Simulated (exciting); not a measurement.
# Cu (P-1) in exciting: reference runs

How does Cu come out in PBEsol? The cell is run as given.

All numbers are computed with exciting (release sodium); they aren't measurements. Logs are shortened: lines on timing, memory, paths and dates and some standing lists are left out, and cuts for length are marked.

### Step 1. The structure

The typed cell holds 1 atom: a = 2.479 Å, b = 2.477 Å, c = 2.450 Å, α = 108.63°, β = 107.81°, γ = 112.70°.

This isn't the form of Cu at room conditions, which is fcc.

### Step 2. Single point, PBEsol

Contents of input.xml:

```xml
<input>
  <title>Cu</title>
  <structure speciespath="./" tshift="false">
    <crystal scale="1">
      <basevect>-2.747634875506 2.767146165462 2.596449755755</basevect>
      <basevect>2.737671370103 -2.774090360949 2.593284067653</basevect>
      <basevect>2.693151161155 2.719606646598 -2.603730605951</basevect>
    </crystal>
    <species speciesfile="Cu.xml" rmt="2">
      <atom coord="0.000000000000 0.000000000000 0.000000000000"/>
    </species>
  </structure>
  <groundstate do="fromscratch" ngridk="13 13 13" rgkmax="9" gmaxvr="14" lmaxapw="10" lmaxmat="10" lmaxvr="8" xctype="GGA_PBE_SOL" stype="Fermi Dirac" swidth="0.00183747" nempty="12" ValenceRelativity="iora*" epsengy="1e-05" epspot="1e-05" maxscl="60" tforce="true" outputlevel="normal"/>
</input>
```

Potentials or basis: all-electron LAPW+lo, shipped species files, valence relativity iora*.

Run with:

```
$ OMP_NUM_THREADS=1 exciting_smp
```

INFO.OUT:

```text
================================================================================
EXCITING SODIUM started
[... 10 lines left out ...]

 Lattice vectors (cartesian) :
     -2.7476348755      2.7671461655      2.5964497558
      2.7376713701     -2.7740903609      2.5932840677
      2.6931511612      2.7196066466     -2.6037306060

 Reciprocal lattice vectors (cartesian) :
      0.0138379297      1.1469015866      1.2122562937
      1.1594139281      0.0131225888      1.2129385580
      1.1685614286      1.1567644280      0.0037912862

 Unit cell volume                           :      77.3126268717
 Brillouin zone volume                      :       3.2084049331

 Species :    1 (Cu)
     parameters loaded from                 :    Cu.xml
     name                                   :    copper
     nuclear charge                         :     -29.00000000
     electronic charge                      :      29.00000000
     atomic mass                            :  115837.27170000
     muffin-tin radius                      :       2.00000000
     # of radial points in muffin-tin       :     350

     atomic positions (lattice) :
       1 :   0.00000000  0.00000000  0.00000000

 Total number of atoms per unit cell        :       1

 Spin treatment                             :    spin-unpolarised

 Number of Bravais lattice symmetries       :       2
 Number of crystal symmetries               :       2

 k-point grid                               :      13   13   13
 Total number of k-points                   :    1099
 k-point set is reduced with crystal symmetries

 R^MT_min * |G+k|_max (rgkmax)              :       9.00000000
 Species with R^MT_min                      :       1 (Cu)
 Maximum |G+k| for APW functions            :       4.50000000
 Maximum |G| for potential and density      :      14.00000000

 G-vector grid sizes                        :      24    24    24
 Total number of G-vectors                  :    3597

 Maximum angular momentum used for
     APW functions                          :      10
     computing H and O matrix elements      :      10
     potential and density                  :       8
     inner part of muffin-tin               :       2

 Total nuclear charge                       :     -29.00000000
 Total electronic charge                    :      29.00000000
 Total core charge                          :      12.00000000
 Total valence charge                       :      17.00000000

 Number of empty states                     :      12
 Total number of valence states             :      21

 Maximum Hamiltonian size                   :     147
 Maximum number of plane-waves              :     135
 Total number of local-orbitals             :      12

 Exchange-correlation type                  :      22
     PBEsol, Phys. Rev. Lett. 100, 136406 (2008)
     Generalised gradient approximation (GGA)

[... 20 lines left out ...]
+ SCF iteration number :    1                                                  +
++++++++++++++++++++++++++++++++++++++++++++++++++++++++++++++++++++++++++++++++
 Total energy                               :     -1639.34152969
 _______________________________________________________________
 Fermi energy                               :         0.37144871
 Kinetic energy                             :      1688.26021513
 Coulomb energy                             :     -3262.01323727
 Exchange energy                            :       -63.99657692
 Correlation energy                         :        -1.59193063

 DOS at Fermi energy (states/Ha/cell)       :        16.76202104

 Electron charges :
     core                                   :        12.00000000
     core leakage                           :         0.00159853
     valence                                :        17.00000000
     interstitial                           :         1.95013167
     charge in muffin-tin spheres :
                  atom     1    Cu          :        27.04986833
     total charge in muffin-tins            :        27.04986833
     total charge                           :        29.00000000

++++++++++++++++++++++++++++++++++++++++++++++++++++++++++++++++++++++++++++++++
+ SCF iteration number :    2                                                  +
++++++++++++++++++++++++++++++++++++++++++++++++++++++++++++++++++++++++++++++++
 Total energy                               :     -1656.52673274
 _______________________________________________________________
 Fermi energy                               :         0.30854803
 Kinetic energy                             :      1681.18211863
 Coulomb energy                             :     -3271.29261421
 Exchange energy                            :       -64.81862152
 Correlation energy                         :        -1.59761564

 DOS at Fermi energy (states/Ha/cell)       :         8.04731325

 Electron charges :
     core                                   :        12.00000000
     core leakage                           :         0.00144525
     valence                                :        17.00000000
     interstitial                           :         1.58622412
     charge in muffin-tin spheres :
                  atom     1    Cu          :        27.41377588
     total charge in muffin-tins            :        27.41377588
     total charge                           :        29.00000000

 RMS change in effective potential (target) :  0.719604E-01  ( 0.100000E-04)
 Absolute change in total energy   (target) :   17.1852      ( 0.100000E-04)
 Charge distance                   (target) :  0.392506E-01  ( 0.100000E-04)
 Abs. change in max-nonIBS-force   (target) :   0.00000      ( 0.500000E-04)

++++++++++++++++++++++++++++++++++++++++++++++++++++++++++++++++++++++++++++++++
+ SCF iteration number :    3                                                  +
++++++++++++++++++++++++++++++++++++++++++++++++++++++++++++++++++++++++++++++++
 Total energy                               :     -1654.52717357
 _______________________________________________________________
 Fermi energy                               :         0.31159906
 Kinetic energy                             :      1681.88866521
 Coulomb energy                             :     -3270.09669812
 Exchange energy                            :       -64.72225917
 Correlation energy                         :        -1.59688149

 DOS at Fermi energy (states/Ha/cell)       :         8.35882895

 Electron charges :
     core                                   :        12.00000000
     core leakage                           :         0.00146177
     valence                                :        17.00000000
     interstitial                           :         1.62173237
     charge in muffin-tin spheres :
                  atom     1    Cu          :        27.37826763
     total charge in muffin-tins            :        27.37826763
     total charge                           :        29.00000000
[... 241 lines left out ...]
 DOS at Fermi energy (states/Ha/cell)       :         8.34461915

 Electron charges :
     core                                   :        12.00000000
     core leakage                           :         0.00146568
     valence                                :        17.00000000
     interstitial                           :         1.62455169
     charge in muffin-tin spheres :
                  atom     1    Cu          :        27.37544831
     total charge in muffin-tins            :        27.37544831
     total charge                           :        29.00000000

 RMS change in effective potential (target) :  0.159420E-07  ( 0.100000E-04)
 Absolute change in total energy   (target) :  0.222046E-05  ( 0.100000E-04)
 Charge distance                   (target) :  0.590209E-08  ( 0.100000E-04)
 Abs. change in max-nonIBS-force   (target) :   0.00000      ( 0.500000E-04)

++++++++++++++++++++++++++++++++++++++++++++++++++++++++++++++++++++++++++++++++
+ SCF iteration number :   13                                                  +
++++++++++++++++++++++++++++++++++++++++++++++++++++++++++++++++++++++++++++++++
 Total energy                               :     -1653.69317147
 _______________________________________________________________
 Fermi energy                               :         0.30354270
 Kinetic energy                             :      1681.77364500
 Coulomb energy                             :     -3269.19268555
 Exchange energy                            :       -64.67757864
 Correlation energy                         :        -1.59655229

 DOS at Fermi energy (states/Ha/cell)       :         8.34461935

 Electron charges :
     core                                   :        12.00000000
     core leakage                           :         0.00146568
     valence                                :        17.00000000
     interstitial                           :         1.62455168
     charge in muffin-tin spheres :
                  atom     1    Cu          :        27.37544832
     total charge in muffin-tins            :        27.37544832
     total charge                           :        29.00000000

 RMS change in effective potential (target) :  0.439385E-08  ( 0.100000E-04)
 Absolute change in total energy   (target) :  0.741866E-06  ( 0.100000E-04)
 Charge distance                   (target) :  0.159409E-08  ( 0.100000E-04)
 Abs. change in max-nonIBS-force   (target) :   0.00000      ( 0.500000E-04)

++++++++++++++++++++++++++++++++++++++++++++++++++++++++++++++++++++++++++++++++
| Convergency criteria checked for the last 2 iterations                       +
| Convergence targets achieved. Performing final SCF iteration                 +
++++++++++++++++++++++++++++++++++++++++++++++++++++++++++++++++++++++++++++++++
 Total energy                               :     -1653.69317175
 _______________________________________________________________
 Fermi energy                               :         0.30354270
 Kinetic energy                             :      1681.77364490
 Coulomb energy                             :     -3269.19268571
 Exchange energy                            :       -64.67757865
 Correlation energy                         :        -1.59655229

 DOS at Fermi energy (states/Ha/cell)       :         8.34461933

 Electron charges :
     core                                   :        12.00000000
     core leakage                           :         0.00146568
     valence                                :        17.00000000
     interstitial                           :         1.62455167
     charge in muffin-tin spheres :
                  atom     1    Cu          :        27.37544833
     total charge in muffin-tins            :        27.37544833
     total charge                           :        29.00000000

++++++++++++++++++++++++++++++++++++++++++++++++++++++++++++++++++++++++++++++++
+ Self-consistent loop stopped                                                 +
++++++++++++++++++++++++++++++++++++++++++++++++++++++++++++++++++++++++++++++++
 STATE.OUT is written

--------------------------------------------------------------------------------
- Writing atomic positions and forces                                          -
--------------------------------------------------------------------------------

 Atomic positions (lattice) :
 atom     1  Cu  :     0.00000000    0.00000000    0.00000000

 Total atomic forces including IBS (cartesian) :
 atom     1  Cu  :     0.00000000    0.00000000    0.00000000

 Atomic force components including IBS (cartesian) :
 atom     1  Cu  :     0.00000000    0.00000000    0.00000000   HF force
                 :     0.00000000    0.00000000    0.00000000   core correction
                 :     0.00000000    0.00000000    0.00000000   IBS correction

********************************************************************************
[... 7 lines left out ...]
| EXCITING SODIUM stopped                                                      =
================================================================================
```

Wall time 2.4 min (1 thread of Intel Xeon 6975P-C (Granite Rapids), shared host); peak memory 0.11 GiB.

Results:

```yaml
Free_energy: -44999.2861 eV
Band_gap_on_the_k_mesh: none (metal or under the smearing width)
All_electrons_inside_the_program's_atomic_spheres: Cu 27.38 (radii Cu 2.0 bohr)
```

Levels at points of the mesh, in eV from the Fermi level:
```tsv
k point	band 6	band 7	band 8	band 9	band 10	band 11	band 12	band 13
(0.00, 0.00, 0.00)	-3.11	-2.97	-2.16	-1.94	24.42	25.30	26.23	28.67
```

Caveat: the log's total energy holds no entropy term; the free energy is that total less TS from the occupations.
